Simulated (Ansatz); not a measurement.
## How SiO2 stores the work of compression

The calculation used Ansatz, DFT PBE, scalar-relativistic, plane waves, PAW. Run with 420 eV cutoff, 6×6×6 k-mesh, Gaussian smearing of 0.02 eV, no spin polarisation.

The relaxed crystal:

```
CELL_PARAMETERS angstrom
-2.51315 2.51315 3.68587
2.51315 -2.51315 3.68587
2.51315 2.51315 -3.68587
ATOMIC_POSITIONS crystal
Si 0.00000 0.00000 0.00000
Si 0.75000 0.25000 0.50000
O 0.37500 0.21748 0.34248
O 0.96748 0.62500 0.84248
O 0.78252 0.12500 0.15752
O 0.87500 0.03252 0.65752
```

Cell and atoms were relaxed at each target pressure within the start's symmetry (I-42d), at zero temperature; other phases can be more stable under pressure. H = E + PV with P the target; E is the free energy at the smearing used, whose derivative the pressure is, per atom and counted from zero pressure. The mesh named is that at zero pressure; some other pressures ran on another.

```tsv
P (GPa)	V (Å³/atom)	E − E0 (meV)	H − H0 (meV)
0	15.520	0.0	0.0
3	13.944	14.0	275.1
8	12.197	71.0	680.0
15	10.625	180.4	1175.2
30	9.133	377.0	2087.0
60	7.990	683.0	3675.1
```

Question: Thermodynamics gives dH/dP = V along a relaxed path. Integrate V over P by the trapezoid rule and compare with the computed enthalpies.

Answer: With 1 eV/Å³ = 160.22 GPa, each step adds the mean volume times ΔP / 160.22:
```
P (GPa)  ∫V dP (meV) H − H0 (meV) difference (meV)
      3        275.8         275.1               0.7
      8        683.7         680.0               3.7
     15       1182.3        1175.2               7.1
     30       2107.2        2087.0              20.2
     60       3710.3        3675.1              35.1
```

V(P) curves upward, so the trapezoid rule runs high; integrating a smooth curve through the same points (P as a polynomial of degree 4 in ln V) puts that excess at about 33.6 meV at 60 GPa, against the 35.1 meV found.

Question: At 60 GPa, how much of the enthalpy change is stored energy and how much is the PV term?

Answer: E rises by 683 meV/atom and PV is 60 × 7.990 / 160.22 = 2992 meV/atom, so PV makes 81 % of ΔH. So between rival structures at high pressure a small difference in volume can outweigh the difference in energy: 1 % of this volume is worth 29.9 meV/atom at this pressure.

Question: What bulk modulus do the lowest pressures give?

Answer: From the pressures that the runs reached, -3.02 GPa (17.680 Å³) and 2.96 GPa (13.944 Å³), B = −ΔP/Δln V = 5.98 / 0.2374 = 25 GPa, a mean over that range. Where layers or molecules are held by dispersion forces, this functional describes the zero-pressure volume and B poorly.

Question: The gap is 5.266 eV at -3.02 GPa and 6.098 eV at 2.96 GPa. What pressure coefficient and volume deformation potential follow?

Answer: dE_g/dP = 139.2 meV/GPa, and a_V = dE_g/d ln V = −B dE_g/dP = -3.51 eV. A gap that opens under pressure, with a_V of several eV below zero, is what an s-like antibonding conduction edge gives, since compression pushes it up. The band edges lie at other k points in the two runs, so this is a mean over different edges. Gaps are Kohn–Sham gaps over the whole zone.

This form isn't the usual stable structure of the compound.